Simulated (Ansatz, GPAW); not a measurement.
# HgTe with PBE in single-zeta orbitals from a Python script

These are simulated results from GPAW 26.7.0, not measurements. The cell was built from a prototype and was relaxed with r2SCAN in plane waves (Ansatz 0.2.0). Not every such cell is a known phase. All runs are without spin polarisation.

The symmetry is F-43m (No. 216, cubic); a = 6.578 Å in the conventional setting, 35.58 Å³ an atom. Hg has 4 Te at 2.85 Å; Te has 4 Hg at 2.85 Å.

The basis is minimal: single zeta, one radial function for each shell that the log's basis lists. It describes the filled bands fairly and the empty ones poorly.

Input script:

```python
import json
from ase import Atoms
from gpaw import GPAW, PW, FermiDirac

atoms = Atoms(['Hg', 'Te'],
              cell=[[0.0, 3.289158, 3.289158], [3.289158, 0.0, 3.289158], [3.289158, 3.289158, 0.0]],
              scaled_positions=[[-0.0, 0.0, 0.0], [0.25, 0.25, 0.25]],
              pbc=True)
calc = GPAW(mode='lcao', basis='sz(dzp)', h=0.2, xc='PBE', kpts={'size': (4, 4, 4), 'gamma': True},
            occupations=FermiDirac(0.02), maxiter=100, legacy_gpaw=True, txt='gpaw.txt')
atoms.calc = calc
res = {'energy': atoms.get_potential_energy(force_consistent=True)}
res['electrons'] = calc.get_number_of_electrons()
res['k'] = calc.get_ibz_k_points().tolist()
res['levels'] = [calc.get_eigenvalues(kpt=i).tolist() for i in range(len(res['k']))]
points = [[0.0, 0.0, 0.0], [-0.5, -0.5, 0.0], [-0.375, -0.375, 0.25], [-0.375, 0.0, 0.375], [0.0, 0.0, 0.5], [-0.5, -0.25, 0.25]]
bands = calc.fixed_density(kpts=points, symmetry='off', txt='bands.txt')
res['points'] = [bands.get_eigenvalues(kpt=i).tolist() for i in range(len(points))]
json.dump(res, open('results.json', 'w'))
print('free energy (eV):', round(res['energy'], 5))
```

Command: `python run.py`. It took 4.2 s on 1 thread of Arm Neoverse V2 (shared host), peak memory 0.16 GiB.

The log gpaw.txt, trimmed of paths, versions and times, then the last line on the terminal. An iter line gives the energy in eV and the logarithms of the changes of orbitals (plane waves alone) and density (c: converged):

```
___ ___ ___ _ _ _
 |   |   |_  | | | |

 | | | | | . | | | |

 |__ |  _|___|_____|  26.7.0
 |___|_|

Input parameters:
  basis: sz(dzp)
  h: 0.2
  kpts: {gamma: True,
         size: (4, 4, 4)}
  maxiter: 100
  mode: lcao
  occupations: {fixmagmom: False,
                name: fermi-dirac,
                width: 0.02}
  xc: PBE

System changes: positions, numbers, cell, pbc, initial_charges, initial_magmoms

Initialize ...

species:
  Hg:
    name:    Mercury
    Z:       80.0
    valence: 18
    core:    62
    charge:  0.0  # [|e|]
    compensation charges:
      type: gauss
      rc: 0.41  # [Å]
      lmax: 2
    cutoffs:
      filter: 2.17  # [Å]
      core: 2.06  # [Å]
    projectors
    | kind |    occ | energy [eV] | rcut [Å] |

    |------|--------|-------------|----------|

    |   6s |  2.000 |      -6.783 |    1.307 |

    |   5p |  6.000 |     -66.572 |    1.291 |

    |   6p |  0.000 |      -1.056 |    1.291 |

    |   5d | 10.000 |      -9.891 |    1.302 |

    |    s |        |      20.429 |    1.307 |

    |    d |        |      17.320 |    1.302 |

    LCAO basis set for Hg:
      Name: sz(dzp)
      Number of radial functions: 4
      Number of spherical harmonics: 12
        l=0, rc=7.9688 Bohr: 6s-sz confined orbital
        l=1, rc=3.3594 Bohr: 5p-sz confined orbital
        l=1, rc=12.7031 Bohr: 6p-sz confined orbital
        l=2, rc=5.3594 Bohr: 5d-sz confined orbital
      Number of RI-basis functions 0

  Te:
    name:    Tellurium
    Z:       52.0
    valence: 6
    core:    46
    charge:  0.0  # [|e|]
    compensation charges:
      type: gauss
      rc: 0.36  # [Å]
      lmax: 2
    cutoffs:
      filter: 2.09  # [Å]
      core: 3.17  # [Å]
    projectors
    | kind |    occ | energy [eV] | rcut [Å] |

    |------|--------|-------------|----------|

    |   5s |  2.000 |     -15.089 |    1.180 |

    |   5p |  4.000 |      -5.955 |    1.196 |

    |    s |        |      12.123 |    1.180 |

    |    p |        |      21.256 |    1.196 |

    |    d |        |       0.000 |    1.238 |

    LCAO basis set for Te:
      Name: sz(dzp)
      Number of radial functions: 2
      Number of spherical harmonics: 4
        l=0, rc=6.2500 Bohr: 5s-sz confined orbital
        l=1, rc=8.0156 Bohr: 5p-sz confined orbital
      Number of RI-basis functions 0

Reference energy: -717946.462161  # eV

Spin-paired calculation

Convergence criteria:
 Maximum [total energy] change in last 3 cyles: 0.0005 eV / valence electron
 Maximum integral of absolute [dens]ity change: 0.0001 electrons / valence electron
 Maximum integral of absolute [eigenst]ate change: 4e-08 eV^2 / valence electron
 Maximum number of scf [iter]ations: 100
 (Square brackets indicate name in SCF output, whereas a 'c' in
 the SCF output indicates the quantity has converged.)

Symmetries present (total): 24

  ( 1  0  0)  ( 1  0  0)  ( 1  0 -1)  ( 1  0 -1)  ( 1 -1  0)  ( 1 -1  0)
  ( 0  1  0)  ( 0  0  1)  ( 0  1 -1)  ( 0  0 -1)  ( 0 -1  1)  ( 0 -1  0)
  ( 0  0  1)  ( 0  1  0)  ( 0  0 -1)  ( 0  1 -1)  ( 0 -1  0)  ( 0 -1  1)

  ( 0  1  0)  ( 0  1  0)  ( 0  1 -1)  ( 0  1 -1)  ( 0  0  1)  ( 0  0  1)
  ( 1  0  0)  ( 0  0  1)  ( 1  0 -1)  ( 0  0 -1)  ( 1  0  0)  ( 0  1  0)
  ( 0  0  1)  ( 1  0  0)  ( 0  0 -1)  ( 1  0 -1)  ( 0  1  0)  ( 1  0  0)

  ( 0  0 -1)  ( 0  0 -1)  ( 0 -1  1)  ( 0 -1  1)  ( 0 -1  0)  ( 0 -1  0)
  ( 1  0 -1)  ( 0  1 -1)  ( 1 -1  0)  ( 0 -1  0)  ( 1 -1  0)  ( 0 -1  1)
  ( 0  1 -1)  ( 1  0 -1)  ( 0 -1  0)  ( 1 -1  0)  ( 0 -1  1)  ( 1 -1  0)

  (-1  1  0)  (-1  1  0)  (-1  0  1)  (-1  0  1)  (-1  0  0)  (-1  0  0)
  (-1  0  1)  (-1  0  0)  (-1  1  0)  (-1  0  0)  (-1  1  0)  (-1  0  1)
  (-1  0  0)  (-1  0  1)  (-1  0  0)  (-1  1  0)  (-1  0  1)  (-1  1  0)

64 k-points: 4 x 4 x 4 Monkhorst-Pack grid + [1/8,1/8,1/8]
8 k-points in the irreducible part of the Brillouin zone
       k-points in crystal coordinates                weights
   0:     0.00000000    0.00000000    0.00000000          1/64
   1:     0.25000000    0.25000000    0.00000000          6/64
   2:     0.25000000    0.25000000    0.25000000          8/64
   3:     0.50000000    0.25000000   -0.25000000          6/64
   4:     0.50000000    0.25000000    0.25000000         12/64
   5:     0.50000000    0.50000000    0.00000000          3/64
   6:     0.50000000    0.50000000    0.25000000         24/64
   7:     0.50000000    0.50000000    0.50000000          4/64

Wave functions: LCAO
  Diagonalizer: Serial LAPACK
  Atomic Correction: dense with blas
  Data-type: complex

Occupation numbers: Fermi-Dirac:
  width: 0.0200  # eV

Eigensolver
   LCAO using direct dense diagonalizer

Densities:
  Coarse grid: 20*20*20 grid
  Fine grid: 40*40*40 grid
  Total Charge: 0.000000

Density mixing:
  Method: separate
  Backend: msr1
  Linear mixing parameter: 0.05
  old densities: 10
  Width of damping distribution: 1.1
  Damping of long wavelength oscillations: 20

Hamiltonian:
  XC and Coulomb potentials evaluated on a 40*40*40 grid
  Using the PBE Exchange-Correlation functional
  Interpolation: tri-quintic (5. degree polynomial)
  Poisson solver: FastPoissonSolver using
    Stencil: 12*3+1=37 point O(h^6) finite-difference Laplacian
    FFT axes: [np.int64(0), np.int64(1), np.int64(2)]
    FST axes: []

XC parameters: PBE with 2 nearest neighbor stencil

Memory estimate:
  Process memory now: 116.79 MiB
  Calculator: 18.16 MiB
    Density: 11.50 MiB
      Arrays: 1.59 MiB
      Localized functions: 8.69 MiB
      Mixer: 1.22 MiB
    Hamiltonian: 1.59 MiB
      Arrays: 1.04 MiB
      XC: 0.00 MiB
      Poisson: 0.00 MiB
      vbar: 0.56 MiB
    Wavefunctions: 5.06 MiB
      C [qnM]: 0.03 MiB
      S, T [2 x qmm]: 0.06 MiB
      P [aqMi]: 0.00 MiB
      BasisFunctions: 4.97 MiB
      Eigensolver: 0.00 MiB

Total number of cores used: 1

Number of atoms: 2
Number of atomic orbitals: 16
Number of bands in calculation: 16
Number of valence electrons: 24
Bands to converge: occupied
Positions:
   0 Hg     0.000000    0.000000    0.000000    ( 0.0000,  0.0000,  0.0000)
   1 Te     1.644579    1.644579    1.644579    ( 0.0000,  0.0000,  0.0000)

Unit cell:
           periodic     x           y           z      points  spacing
  1. axis:    yes    0.000000    3.289158    3.289158    20     0.1899
  2. axis:    yes    3.289158    0.000000    3.289158    20     0.1899
  3. axis:    yes    3.289158    3.289158    0.000000    20     0.1899

  Lengths:   4.651572   4.651572   4.651572
  Angles:   60.000000  60.000000  60.000000

Effective grid spacing dv^(1/3) = 0.2072

iter:   1    -2.354410        c
iter:   2    -2.344867        c -1.33
iter:   3    -2.283431        c -1.35
iter:   4    -2.283495        c -2.21
iter:   5    -2.283217c       c -3.22
iter:   6    -2.283146c       c -3.36
iter:   7    -2.283146c       c -4.71c

Converged after 7 iterations.

Energy contributions relative to reference atoms: (reference = -717946.462161)

Kinetic:        +50.335166
Potential:      -44.887339
External:        +0.000000
XC:              -7.913623
Entropy (-ST):   -0.001193
Local:           +0.183247
SIC:             +0.000000
--------------------------
Free energy:     -2.283742
Extrapolated:    -2.283146

Showing only first 2 kpts
 Kpt  Band  Eigenvalues  Occupancy
  0    10      3.89488    1.33682
  0    11      3.89488    1.33682
  0    12      3.89535    1.32636
  0    13      8.95066    0.00000

  1    10      2.72501    2.00000
  1    11      2.72512    2.00000
  1    12      6.07370    0.00000
  1    13      7.46910    0.00000

Fermi level: 3.90890

No gap
No difference between direct/indirect transitions

free energy (eV): -2.28374
```

The gap in the log is over the mesh alone; results.json adds the listed points. PBE in single-zeta orbitals gives no gap at the points read. On the same cell, plane-wave PBE (Ansatz, 6×6×6 k points and the special points) gives no gap at the points read and r2SCAN no gap at the points read; on shared hosts these took about 3 and 6.9 core-seconds on the 2-atom cell, against 4.2 for the script. Spin-orbit coupling, left out in all these runs, can cut or reorder the gap by tenths of an eV, up to about 1 eV with Pb or Bi.

Spin-orbit coupling is left out; in compounds of Pb, Bi, Tl or Hg it can lower a gap by up to about 1 eV, split its edges or invert the bands.
